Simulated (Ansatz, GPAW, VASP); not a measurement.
# One calculation of HgTe, 3 ways

```
Hg Te
1.0
     0.00000    3.21450    3.21450
     3.21450    0.00000    3.21450
     3.21450    3.21450    0.00000
Hg Te
1 1
Direct
  0.00000 0.00000 0.00000
  0.75000 0.75000 0.75000
```

Alike in all runs: task single point; functional PBE; k mesh 7 × 7 × 7; occupations gaussian, width 0.028 eV; no spin polarisation; no spin-orbit coupling. Pressure is positive in compression and, in plane waves, holds the error of the finite cutoff.

```tsv
program and potentials	plane-wave cutoff (eV)	notes	pressure (GPa)
GPAW, GPAW PAW data sets (gpaw-data 1.2.1)	600	12 valence electrons an atom on average	4.51
Ansatz, all-electron LAPW, scalar-relativistic	-	-	?
VASP, PBE PAW files Hg, Te, 520 eV	520	9 valence electrons an atom on average	4.64
```

Task: Estimate from the other rows what the run with Ansatz, all-electron LAPW, scalar-relativistic gave.

Result: Pressure 4.56 GPa. The other rows, which needn't bracket it: pressure 4.51 to 4.64.
